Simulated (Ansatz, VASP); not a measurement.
Li2O: VASP beside Ansatz

```
Li O
1.0
     0.00000    2.32685    2.32685
     2.32685    0.00000    2.32685
     2.32685    2.32685    0.00000
Li O
2 1
Cartesian
  3.4903 3.4903 3.4903
  1.1634 1.1634 1.1634
  0.0000 0.0000 0.0000
```

The cell comes from a database or a generator and needn't be the stable form of this composition.

Alike in both runs: task relaxation of cell and atoms; functional PBE; k mesh 8 × 8 × 8; occupations gaussian, width 0.02 eV; no spin polarisation.

|  | VASP | Ansatz |
| --- | --- | --- |
| version | VASP 6.6.1 | Ansatz 0.2.0 |
| potentials or method | VASP PAW PBE potentials, release 64 (Li_sv, O) | scalar-relativistic, plane waves, PAW |
| plane-wave cutoff (eV) | 600 | 420 |
| valence electrons in the cell | 12 | 12 |

VASP gave:

```
gap on the k mesh at the Fermi level, each at its own relaxed structure (eV) : 4.98
relaxed volume (Å³/atom)                                                     : 8.21
relaxed cell length with the largest relative difference (Å)                 : 3.266
energy change over the relaxation (meV/atom)                                 : -1
```

Task: What did Ansatz give for the same quantities?

Result: gap on the k mesh at the Fermi level, each at its own relaxed structure (eV): 4.98; relaxed volume (Å³/atom): 8.25; relaxed cell length with the largest relative difference (Å): 3.271; energy change over the relaxation (meV/atom): -1.

Caveats: the cutoff is under 1.25 times the usual one of these potentials, so pressure, stress and relaxed cells hold a basis-set (Pulay) error (VASP). A k mesh can miss the band edges. A hybrid or GW would open this gap; PBE tends to underestimate it.
